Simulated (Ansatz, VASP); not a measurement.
## Two plane-wave programs on AlCu5

```
Al Cu
1.0
     2.66437    0.00000    0.00000
    -1.33219    2.30742    0.00000
     0.00000    0.00000   12.93135
Al Cu
1 5
Cartesian
  0.0000 1.5383 0.0000
  0.0000 1.5383 8.6209
  0.0000 1.5383 4.3105
  1.3322 0.7691 10.7761
  1.3322 0.7691 2.1552
  1.3322 0.7691 6.4657
```

Alike in both runs: task single point; functional PBE; k mesh 6 × 6 × 2; occupations gaussian, width 0.1 eV; no spin polarisation.

|  | VASP | Ansatz |
| --- | --- | --- |
| version | VASP 6.6.1 | Ansatz 0.2.0 |
| potentials or method | VASP PAW PBE potentials, release 64 (Al, Cu) | scalar-relativistic, plane waves, PAW |
| plane-wave cutoff (eV) | 520 | 420 |
| valence electrons in the cell | 58 | 98 |

```tsv
	VASP	Ansatz	Ansatz less VASP
gap on the k mesh at the Fermi level (eV)	none	none	-
pressure (GPa)	-5.9	-6.2	-0.36
largest component of the traceless stress (GPa)	4.65	4.70	+0.048
rms of the force components (eV/Å)	0.028	0.026	-0.0017
```

Atom by atom the forces differ by 0.002 eV/Å (rms over components). A gap of «none» marks a metal or a gap that the smearing closes. With one functional, cell and mesh, what is left measures potentials, basis and numerics. The two sets of potentials don't hold the same shells in valence.

Caveats: the k mesh is coarse (spacing up to 0.45 Å⁻¹), so the values aren't converged.
